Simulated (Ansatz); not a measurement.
# Band table of SiC

```
Si C
1.0
     3.05535    0.00000    0.00000
    -1.52768    2.64601    0.00000
     0.00000    0.00000    5.01412
Si C
2 2
Cartesian
  0.0000 1.7640 0.0000
  1.5277 0.8820 2.5071
  0.0000 1.7640 1.9304
  1.5277 0.8820 4.4375
```

Atoms are numbered in the order listed.

The cell comes from COD entry 9008875, which wasn't checked; take it as a given geometry. The listed cell was then made from it by scaling, straining or moving an atom.

Level of theory: DFT, PBEsol, all-electron LAPW, scalar-relativistic in Ansatz 0.2.0.

Numerical set-up: a Γ-centred 15×15×8 k mesh, Fermi–Dirac smearing of 0.08 eV, basis error target 1 meV/atom, no spin polarisation.

Path points, in fractions of the reciprocal vectors: Γ (0.000, 0.000, 0.000), M (0.500, 0.000, 0.000), K (0.333, 0.333, 0.000), A (0.000, 0.000, 0.500), L (0.500, 0.000, 0.500), H (0.333, 0.333, 0.500). Levels in eV from the valence-band top; bands 11 to 20, counted from the lowest band of the run. The gap is 2.13 eV, indirect from Γ to K (0.333, 0.333, 0).

```
# k(1/Å) point b11 b12 b13 b14 b15 b16 b17 b18 b19 b20
0.000 Γ -15.90 -12.29 -8.87 -1.57 -1.57 -0.27 -0.27 0.00 4.74 6.17
0.237 - -15.73 -12.14 -8.71 -2.52 -1.87 -0.91 -0.37 -0.12 5.17 6.13
0.475 - -15.20 -11.70 -8.23 -4.44 -2.48 -2.37 -0.69 -0.56 4.37 6.38
0.712 - -14.35 -11.07 -7.60 -6.26 -4.09 -3.07 -1.43 -1.09 3.40 5.08
0.950 - -13.27 -10.67 -8.05 -6.21 -5.67 -3.47 -2.61 -1.39 2.74 4.34
1.187 M -12.47 -11.01 -8.07 -6.62 -5.54 -3.60 -3.37 -1.49 2.51 4.13
1.324 - -12.42 -10.99 -8.01 -6.58 -5.50 -3.96 -3.37 -1.77 3.00 3.97
1.461 - -12.26 -10.94 -7.85 -6.48 -5.45 -4.69 -3.40 -2.46 3.44 4.19
1.599 - -12.01 -10.90 -7.58 -6.35 -5.89 -4.89 -3.50 -3.27 2.79 5.69
1.736 - -11.67 -10.98 -7.25 -6.52 -6.30 -4.58 -3.96 -3.73 2.31 7.18
1.873 K -11.26 -11.26 -7.13 -6.52 -6.52 -4.22 -4.14 -4.14 2.13 7.93
2.147 - -12.47 -10.55 -7.34 -6.63 -5.35 -5.32 -3.56 -3.01 2.74 6.90
2.421 - -13.86 -10.76 -7.35 -6.10 -5.28 -3.85 -2.37 -1.76 4.20 5.89
2.695 - -14.97 -11.51 -8.03 -4.73 -3.55 -2.33 -1.21 -0.73 5.51 5.61
2.970 - -15.67 -12.09 -8.65 -2.73 -2.06 -1.01 -0.47 -0.17 5.40 5.88
3.244 Γ -15.90 -12.29 -8.87 -1.57 -1.57 -0.27 -0.27 0.00 4.74 6.17
3.369 - -15.85 -12.51 -8.57 -1.54 -1.54 -0.31 -0.31 -0.30 4.78 6.40
3.494 - -15.70 -13.02 -7.81 -1.46 -1.46 -1.08 -0.41 -0.41 4.92 6.61
3.620 - -15.46 -13.61 -6.82 -2.14 -1.33 -1.33 -0.57 -0.57 5.14 6.73
3.745 - -15.12 -14.18 -5.71 -3.31 -1.17 -1.17 -0.77 -0.77 5.44 6.26
3.870 A -14.69 -14.69 -4.52 -4.52 -0.97 -0.97 -0.97 -0.97 5.82 5.82
4.108 - -14.52 -14.52 -4.46 -4.46 -1.72 -1.72 -1.20 -1.20 5.90 5.90
4.345 - -14.01 -14.01 -4.63 -4.63 -2.97 -2.97 -1.71 -1.71 4.85 4.85
4.583 - -13.20 -13.20 -6.04 -6.04 -3.01 -3.01 -2.24 -2.24 3.89 3.89
4.820 - -12.20 -12.20 -7.72 -7.72 -2.60 -2.60 -2.59 -2.59 3.30 3.30
5.058 L -11.58 -11.58 -8.60 -8.60 -2.73 -2.73 -2.37 -2.37 3.10 3.10
5.195 - -11.54 -11.54 -8.55 -8.55 -3.21 -3.21 -2.19 -2.19 3.36 3.36
5.332 - -11.42 -11.42 -8.42 -8.42 -4.08 -4.08 -2.03 -2.03 3.85 3.85
5.469 - -11.24 -11.24 -8.24 -8.24 -5.01 -5.01 -1.91 -1.91 4.29 4.29
5.606 - -11.04 -11.04 -8.08 -8.08 -5.74 -5.74 -1.81 -1.81 4.66 4.66
5.743 H -10.94 -10.94 -8.03 -8.03 -6.02 -6.02 -1.77 -1.77 4.83 4.83
6.017 - -11.53 -11.53 -7.65 -7.65 -5.28 -5.28 -1.99 -1.99 4.62 4.62
6.291 - -12.73 -12.73 -6.34 -6.34 -3.90 -3.90 -2.54 -2.54 4.82 4.82
6.566 - -13.79 -13.79 -4.82 -4.82 -3.03 -3.03 -2.29 -2.29 5.23 5.23
6.840 - -14.46 -14.46 -4.45 -4.45 -1.90 -1.90 -1.31 -1.31 5.94 5.94
7.114 A -14.69 -14.69 -4.52 -4.52 -0.97 -0.97 -0.97 -0.97 5.82 5.82
```
